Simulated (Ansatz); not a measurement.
Consider GeTe (space group R3m, No. 160; layered).

```yaml
crystal:
  lattice:
    - [2.09351, 1.20869, 3.68680]
    - [-2.09351, 1.20869, 3.68680]
    - [0.00000, -2.41737, 3.68680]
  atoms:
    - { symbol: Ge, position: [0.23184, 0.23184, 0.23184] }
    - { symbol: Te, position: [0.76816, 0.76816, 0.76816] }
```

Cartesian axes are those of the cell as printed.

Computed with r2SCAN/PAW in Ansatz (a program for electronic structure), no spin-orbit coupling.

Strains are applied to the cell and any free atomic positions relax; under biaxial strain the out-of-plane vector relaxes too; under stress the whole cell relaxes.

One change was made to it. Results:

| quantity | base | after |
|---|---|---|
| energy relative to the base (free energy F) | 0 meV/atom | +1.6 meV/atom |
| shortest interatomic distance | 2.815 Å | 2.801 Å |

Q: Which change produced these results?
(A) biaxial strain +3.81 %, plane normal [001], relaxed out of plane
(B) uniaxial stress, 1 GPa tension along z
(C) tensor shear ε_xy = −1.13 %

A: C, tensor shear ε_xy = −1.13 %. For comparison, the energy relative to the base in the other runs: biaxial strain +3.81 %, plane normal [001], relaxed out of plane gives +22 meV/atom; uniaxial stress, 1 GPa tension along z gives +6.4 meV/atom.

Stability under load was not tested beyond the relaxation. No dispersion term is included, though the crystal is made of layers, chains or molecules, so its spacings can come out too wide.
